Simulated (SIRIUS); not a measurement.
# Ti (Im-3m) in SIRIUS: reference runs

Aim: a first look at Ti with PBEsol, on the cell as given and on a disturbed one.

Everything below comes from runs of SIRIUS 7.12.0. Logs are shortened: lines on timing, memory, paths and dates and some standing lists are left out, and cuts for length are marked. The log counts tension as positive stress, the text compression.

## (1) Starting point

Symmetry: Im-3m, No. 229, cubic system. Conventional cell: a = 3.282 Å, b = 3.282 Å, c = 3.282 Å, α = 90.00°, β = 90.00°, γ = 90.00°. Ti (site symmetry m-3m) is surrounded by 8 Ti at 2.84 Å.

This isn't the form of Ti at room conditions, which is hcp.

## (2) Single point, PBEsol

sirius.json reads:

```json
{
  "control": {
    "processing_unit": "cpu",
    "verbosity": 2,
    "num_bands_to_print": 13,
    "print_forces": true,
    "print_stress": true
  },
  "parameters": {
    "electronic_structure_method": "pseudopotential",
    "xc_functionals": ["XC_GGA_X_PBE_SOL", "XC_GGA_C_PBE_SOL"],
    "gk_cutoff": 9.2,
    "pw_cutoff": 18.4,
    "ngridk": [11, 11, 11],
    "shiftk": [0, 0, 0],
    "smearing": "fermi_dirac",
    "smearing_width": 0.0018374661,
    "num_bands": 13,
    "num_mag_dims": 0,
    "num_dft_iter": 100,
    "energy_tol": 1e-08,
    "density_tol": 1e-06
  },
  "iterative_solver": {
    "type": "davidson",
    "min_tolerance": 1e-10
  },
  "mixer": {
    "type": "anderson",
    "beta": 0.7,
    "max_history": 8
  },
  "settings": {
    "tol_ne": 1e-10,
    "pseudo_grid_cutoff": 6.5
  },
  "unit_cell": {
    "lattice_vectors": [
      [-0.57735026919, 0.57735026919, 0.57735026919],
      [0.57735026919, -0.57735026919, 0.57735026919],
      [0.57735026919, 0.57735026919, -0.57735026919]
    ],
    "lattice_vectors_scale": 5.3711598245,
    "atom_coordinate_units": "lattice",
    "atom_types": ["Ti"],
    "atom_files": {
      "Ti": "Ti.json"
    },
    "atoms": {
      "Ti": [
        [0.0, 0.0, 0.0]
      ]
    }
  }
}
```

Potentials or basis: PseudoDojo 0.4.1 PBEsol standard (scalar relativistic).

The run is started by

```sh
> upf_to_json Ti.upf
> OMP_NUM_THREADS=1 sirius.scf --input=sirius.json --output=out.json --task=0
```

Standard output:

```text
[info] SIRIUS version : 7.12.0
[info] number of MPI ranks           : 1
[info] MPI grid                      : 1 1
[info] maximum number of OMP threads : 1
[fft] FFT context for density and potential
[fft] =====================================
[fft]   comm size                             : 1
[fft]   plane wave cutoff                     : 18.4
[fft]   grid size                             : 36 36 36   total : 46656
[fft]   grid limits                           : -17 18   -17 18   -17 18
[fft]   number of G-vectors within the cutoff : 6264
[fft]   local number of G-vectors             : 6264
[fft]   number of G-shells                    : 348
[fft] FFT context for coarse grid
[fft] =====================================
[fft]   comm size                             : 1
[fft]   plane wave cutoff                     : 18.4
[fft]   grid size                             : 36 36 36   total : 46656
[fft]   grid limits                           : -17 18   -17 18   -17 18
[fft]   number of G-vectors within the cutoff : 6264
[fft]   local number of G-vectors             : 6264
[fft]   number of G-shells                    : 348
[unit cell] lattice vectors
[unit cell]   a1 :      -3.1010405705      3.1010405705      3.1010405705
[unit cell]   a2 :       3.1010405705     -3.1010405705      3.1010405705
[unit cell]   a3 :       3.1010405705      3.1010405705     -3.1010405705
[unit cell] reciprocal lattice vectors
[unit cell]   b1 :       0.0000000000      1.0130769276      1.0130769276
[unit cell]   b2 :       1.0130769276      0.0000000000      1.0130769276
[unit cell]   b3 :       1.0130769276      1.0130769276      0.0000000000
[unit cell] unit cell volume :       119.28403888 [a.u.^3]
[unit cell] 1/sqrt(omega)    :         0.09156064
[unit cell] MT volume        :         0.00000000 ( 0.00%)
[unit cell] IT volume        :       119.28403888 (100.00%)
[unit cell] number of atom types : 1
[unit cell] type id : 0 symbol : Ti mt_radius :  15.850000 num_atoms : 1
[unit cell] total number of atoms : 1
[unit cell] number of symmetry classes : 1
[unit cell] number of PAW atoms : 0
[unit cell] atom id  type id  class id             position                      vector_field
[unit cell] ------------------------------------------------------------------------------------------
[unit cell]      0        0        0      0.00000   0.00000   0.00000      0.00000   0.00000   0.00000
[unit cell] atom id         position (Cartesian, a.u.)
[unit cell] ---------------------------------------------
[unit cell]      0       0.000000    0.000000    0.000000
[unit cell] class id : 0 atom id : 0
[unit cell] minimum bond length:     5.371160
[unit cell] total number of pseudo wave-functions: 10
[sym] space group number   : 229
[sym] international symbol : Im-3m
[sym] Hall symbol          : -I 4 2 3
[sym] space group transformation matrix :
[sym]  -0.5000  0.5000  0.5000
[sym]   0.5000 -0.5000  0.5000
[sym]   0.5000  0.5000 -0.5000
[sym] space group origin shift :
[sym]   0.0000  0.0000  0.0000
[sym] number of space group operations  : 48
[sym] number of magnetic group operations : 48
[sym] metric tensor error: 0.0000e+00
[sym] rotation matrix error: 0.0000e+00
[sym] symmetry operations
[... list of symmetry operations ...]
[atom type] label          : Ti
[atom type] --------------------------------------------------------------------------------
[atom type] symbol         : Ti
[atom type] name           :
[atom type] zn             : 12
[atom type] mass           : 0
[atom type] mt_radius      : 15.85
[... 163 lines left out ...]
[find] Free energy (E-TS)             :     -59.29632425 (Ha),    -118.59264849 (Ry)
[find] band gap (eV)                  :       0.00000000
[find] Efermi                         :       0.46890742
[find] iteration : 2, RMS (target) : 3.0514e-03 (1.0000e-06) , energy difference (target) : -1.3619e-03 (1.0000e-08)
[find] | SCF iteration   3 out of 100|
[diagonalize] iterative solver tolerance (occupied, empty): 0.000305141 0.000305141
[diagonalize] average number of iterations: 1.375
[find] Total energy                   :     -59.29551987 (Ha),    -118.59103973 (Ry)
[find] Free energy (E-TS)             :     -59.29635026 (Ha),    -118.59270051 (Ry)
[find] band gap (eV)                  :       0.00000000
[find] Efermi                         :       0.46861450
[find] iteration : 3, RMS (target) : 1.1707e-03 (1.0000e-06) , energy difference (target) : -2.7853e-05 (1.0000e-08)
[find] | SCF iteration   4 out of 100|
[diagonalize] iterative solver tolerance (occupied, empty): 0.00011707 0.00011707
[diagonalize] average number of iterations: 1.55357
[find] Total energy                   :     -59.29552262 (Ha),    -118.59104525 (Ry)
[... 68 lines left out ...]
[find] | SCF iteration  13 out of 100|
[diagonalize] iterative solver tolerance (occupied, empty): 2.28653e-07 2.28653e-07
[diagonalize] average number of iterations: 1.26786
[find] Total energy                   :     -59.29552381 (Ha),    -118.59104763 (Ry)
[find] Free energy (E-TS)             :     -59.29635408 (Ha),    -118.59270815 (Ry)
[find] band gap (eV)                  :       0.00000000
[find] Efermi                         :       0.46856991
[find] iteration : 13, RMS (target) : 2.7325e-06 (1.0000e-06) , energy difference (target) : -6.1903e-09 (1.0000e-08)
[find] bands are converged : true
[find] iterative solver converged : false
[find] +------------------------------+
[find] | SCF iteration  14 out of 100|
[find] +------------------------------+
[diagonalize] iterative solver tolerance (occupied, empty): 1.14326e-07 1.14326e-07
[diagonalize] average number of iterations: 1
[diagonalize] Lowest band energies
[diagonalize] ik:    0   -1.600213   -0.717767   -0.717767   -0.717767    0.251785    0.504794    0.504794    0.504794    0.568804    0.568804    1.105843    1.105843    1.318064
[diagonalize] ik:    1   -1.599850   -0.719731   -0.718374   -0.717778    0.261941    0.500220    0.503307    0.512199    0.563809    0.569105    1.088115    1.103346    1.114832
[diagonalize] ik:    2   -1.598872   -0.724930   -0.719995   -0.717808    0.290450    0.488558    0.495405    0.533265    0.557428    0.570422    1.031640    1.078850    1.137063
[diagonalize] ik:    3   -1.597584   -0.731596   -0.722098   -0.717848    0.330279    0.474434    0.482757    0.559492    0.564213    0.573341    0.945500    1.030944    1.161922
[diagonalize] ik:    4   -1.596393   -0.737589   -0.724013   -0.717887    0.365144    0.462413    0.483538    0.565437    0.577364    0.597511    0.856449    0.986514    1.107996
[diagonalize] ...
[diagonalize] ik:   51   -1.593379   -0.735951   -0.732972   -0.728130    0.413317    0.415914    0.524305    0.572166    0.605508    0.735816    0.776790    0.828928    1.034636
[diagonalize] ik:   52   -1.593510   -0.733820   -0.731190   -0.731190    0.406423    0.418536    0.557354    0.557354    0.590753    0.660212    0.869829    0.869829    1.006372
[diagonalize] ik:   53   -1.592975   -0.735175   -0.732484   -0.731495    0.404538    0.406906    0.566874    0.571895    0.609364    0.716260    0.800073    0.830206    1.009711
[diagonalize] ik:   54   -1.592720   -0.734392   -0.734392   -0.731731    0.401320    0.401320    0.569947    0.602773    0.602773    0.770743    0.770743    0.785841    1.024553
[diagonalize] ik:   55   -1.592474   -0.734173   -0.733808   -0.733808    0.395934    0.396360    0.601666    0.601666    0.608823    0.749918    0.784860    0.784860    1.006024
[find] Charges and magnetic moments
[find] --------------------------------------------------------------------------------
[find] total charge          : 12.000000
[find] Energy
[find] --------------------------------------------------------------------------------
[find] valence_eval_sum               :      -5.88807702
[find] <rho|V^{XC}>                   :      -9.67444349
[find] <rho|E^{XC}>                   :      -8.62939785
[find] <mag|B^{XC}>                   :       0.00000000
[find] <rho|V^{H}>                    :      24.40921429
[find] one-electron contribution      :     -20.62284782 (Ha),     -41.24569564 (Ry)
[find] hartree contribution           :      12.20460715
[find] xc contribution                :      -8.62939785
[find] ewald contribution             :     -42.24788461
[find] PAW contribution               :       0.00000000
[find] smearing (-TS)                 :      -0.00083026
[find] SCF correction                 :      -0.00000068
[find] Total energy                   :     -59.29552381 (Ha),    -118.59104762 (Ry)
[find] Free energy (E-TS)             :     -59.29635408 (Ha),    -118.59270815 (Ry)
[find] band gap (eV)                  :       0.00000000
[find] Efermi                         :       0.46857013
[find] iteration : 14, RMS (target) : 6.2961e-07 (1.0000e-06) , energy difference (target) : 1.1017e-09 (1.0000e-08)
[find] bands are converged : true
[find] iterative solver converged : false
[find] converged after 15 SCF iterations!
[find] Charges and magnetic moments
[find] --------------------------------------------------------------------------------
[find] total charge          : 12.000000
[find] Energy
[find] --------------------------------------------------------------------------------
[find] valence_eval_sum               :      -5.88807702
[find] <rho|V^{XC}>                   :      -9.67444349
[find] <rho|E^{XC}>                   :      -8.62939785
[find] <mag|B^{XC}>                   :       0.00000000
[find] <rho|V^{H}>                    :      24.40921429
[find] one-electron contribution      :     -20.62284782 (Ha),     -41.24569564 (Ry)
[find] hartree contribution           :      12.20460715
[find] xc contribution                :      -8.62939785
[find] ewald contribution             :     -42.24788461
[find] PAW contribution               :       0.00000000
[find] smearing (-TS)                 :      -0.00083026
[find] SCF correction                 :      -0.00000068
[find] Total energy                   :     -59.29552381 (Ha),    -118.59104762 (Ry)
[find] Free energy (E-TS)             :     -59.29635408 (Ha),    -118.59270815 (Ry)
[find] band gap (eV)                  :       0.00000000
[find] Efermi                         :       0.46857013
[ground_state] === stress tensor components [kbar] ===
[ground_state] === stress_kin ===
[ground_state] -38592.802207    0.000000   -0.000000
[ground_state]     0.000000-38592.802207    0.000000
[ground_state]    -0.000000    0.000000-38592.802207
[ground_state] === stress_har ===
[ground_state] -10034.086020    0.000000   -0.000000
[ground_state]     0.000000-10034.086020    0.000000
[ground_state]    -0.000000    0.000000-10034.086020
[ground_state] === stress_ewald ===
[ground_state] 34734.334602    0.000000    0.000000
[ground_state]     0.00000034734.334602    0.000000
[ground_state]     0.000000    0.00000034734.334602
[ground_state] === stress_vloc ===
[ground_state] 10783.998062    0.000000   -0.000000
[ground_state]     0.00000010783.998062   -0.000000
[ground_state]    -0.000000   -0.00000010783.998062
[ground_state] === stress_xc ===
[ground_state]  2689.647892    0.000000    0.000000
[ground_state]     0.000000 2689.647892   -0.000000
[ground_state]     0.000000   -0.000000 2689.647892
[ground_state] === stress_core ===
[ground_state]  3746.311027    0.000000    0.000000
[ground_state]     0.000000 3746.311027    0.000000
[ground_state]     0.000000    0.000000 3746.311027
[ground_state] === stress_nonloc ===
[ground_state] -3260.225774    0.000000    0.000000
[ground_state]     0.000000-3260.225774   -0.000000
[ground_state]     0.000000   -0.000000-3260.225774
[ground_state] === stress_us_nl ===
[ground_state] -3260.225774    0.000000    0.000000
[ground_state]     0.000000-3260.225774   -0.000000
[ground_state]     0.000000   -0.000000-3260.225774
[ground_state] === stress_total ===
[ground_state]    67.177581    0.000000   -0.000000
[ground_state]     0.000000   67.177581    0.000000
[ground_state]    -0.000000    0.000000   67.177581
[ground_state] ==== total Forces in Ha/bohr =====
[ground_state] atom:    0, force:       0.0000000      0.0000000      0.0000000
[... 8 lines left out ...]
[ground_state] ==== Ewald forces from ions =====
[ground_state] atom:    0, force:       0.0000000      0.0000000      0.0000000
[~DFT_ground_state] local op. applied: 22792
[~DFT_ground_state] evp. work count: 7459.71
[~DFT_ground_state] number of iterative solver steps: 1179
```

Wall time 17 s (1 thread of AMD EPYC 7R43 (Zen 3), shared host); peak memory 0.19 GiB.

What came out:

```
Free energy            : -1613.5360 eV
Pressure               : -6.7 GPa
Band gap on the k mesh : none (metal or under the smearing width)
```

## (3) Single point, PBEsol (cell strained at random at fixed volume)

sirius.json: that of step 2 with these lines changed.

```diff
@@ -38,7 +38,6 @@
     "lattice_vectors": [
-      [-0.57735026919, 0.57735026919, 0.57735026919],
-      [0.57735026919, -0.57735026919, 0.57735026919],
-      [0.57735026919, 0.57735026919, -0.57735026919]
+      [-3.146660448885, 3.139606101262, 3.021885612329],
+      [3.175474992834, -3.222117213042, 3.133211268057],
+      [3.032135486829, 3.107592250985, -3.104396724108]
     ],
-    "lattice_vectors_scale": 5.3711598245,
     "atom_coordinate_units": "lattice",
@@ -50,3 +49,3 @@
       "Ti": [
-        [0.0, 0.0, 0.0]
+        [-0.007204, 0.007116, 0.006824]
       ]
```

Potentials or basis: PseudoDojo 0.4.1 PBEsol standard (scalar relativistic).

The run is started by

```sh
> upf_to_json Ti.upf
> OMP_NUM_THREADS=1 sirius.scf --input=sirius.json --output=out.json --task=0
```

Run time: 2.4 min. Hardware: 1 thread of AMD EPYC 7R43 (Zen 3), shared host; peak memory 1.4 GiB.

The run converged. Its results:

| Item | Value |
| --- | --- |
| Free energy | -1613.5326 eV |
| Pressure | -6.7 GPa |
| Band gap on the k mesh | none (metal or under the smearing width) |

Stress tensor (GPa, compression positive):
```
-6.65  1.23 -0.58
 1.23 -6.27  0.93
-0.58  0.93 -7.08
```
